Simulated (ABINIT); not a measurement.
Runs of ABINIT 10.8.3 (patched build) on TiB2. Symmetry: P6/mmm, No. 191, hexagonal system. Conventional cell: a = 3.029 Å, b = 3.029 Å, c = 3.228 Å, α = 90.00°, β = 90.00°, γ = 120.00°. Ti (site symmetry 6/mmm) has 12 B at 2.38 Å as nearest neighbours. B (site symmetry -6m2) is surrounded by 3 B at 1.75 Å. 

```tsv
task	level	potentials or basis	cell	k mesh	cutoff (eV)	fine-grid cutoff	cell freedom (optcell)	cutoff smearing ecutsm (Ha)	optimiser (ionmov)	force stop (Ha/bohr)	mesh quality	gap on the mesh (eV)	pressure (GPa)	V0 of scaled cells (Å³/atom)	B0 (GPa)
single point	PBEsol	JTH PAW PBE v2.0	as given	6 × 6 × 5	408	816.342 eV	-	-	-	-	coarse	none	-4.2	-	-
equation of state	HCTH407	JTH PAW PBE v2.0	as given	10 × 10 × 8	408	816.342 eV	-	-	-	-	not flagged	-	-	8.32	267
single point	LDA	JTH PAW LDA v2.0	as given	8 × 8 × 6	408	816.342 eV	-	-	-	-	not flagged	none	-10.8	-	-
equation of state	PW91	JTH PAW PBE v2.0	as given	10 × 10 × 8	408	816.342 eV	-	-	-	-	not flagged	-	-	8.58	(a)
relaxation of cell and atoms	LDA	JTH PAW PBE v2.0	relaxed	10 × 10 × 8	490	979.61 eV	2	0.5	22	5e-05	not flagged	none	0.0	-	-
band structure	PBE	PseudoDojo NC SR PBE v0.4.1 standard	as given	10 × 10 × 8	1143	-	-	-	-	-	not flagged	none	0.2	-	-
equation of state	PBEsol	JTH PAW PBE v2.0	as given	10 × 10 × 8	408	816.342 eV	-	-	-	-	not flagged	-	-	8.41	267
band structure	AM05	JTH PAW PBE v2.0	as given	10 × 10 × 8	408	816.342 eV	-	-	-	-	not flagged	none	-5.2	-	-
equation of state	SOGGA	JTH PAW PBE v2.0	as given	10 × 10 × 8	408	816.342 eV	-	-	-	-	not flagged	-	-	8.38	(b)
equation of state	PBE	JTH PAW PBE v2.0	as given	10 × 10 × 8	571	1142.88 eV	-	-	-	-	not flagged	-	-	8.58	255
single point	PBE	JTH PAW PBE v2.0	as given	6 × 6 × 5	408	816.342 eV	-	-	-	-	coarse	none	0.9	-	-
band structure	revPBE	JTH PAW PBE v2.0	as given	10 × 10 × 8	408	816.342 eV	-	-	-	-	not flagged	none	4.1	-	-
```

Alike in all rows: no spin polarisation; smearing fermi-dirac 0.05 eV.

**Question.** Estimate the missing entries.

**Answer.** (a) 254; (b) 271.

Caveats: some runs use coarse meshes; the PAW data sets were made with another functional, which shifts forces and pressure a little (some runs); pressures at fixed basis lie under the slope of the energies (some runs); the cell was scaled at fixed shape and fractional positions, which overstates the stiffness of a crystal with free parameters, most of all of layers and chains (some runs).

A k mesh can miss the band edges.

A gap of «none» marks a metal or a gap under the smearing width.

Not every run made on this cell is shown here.
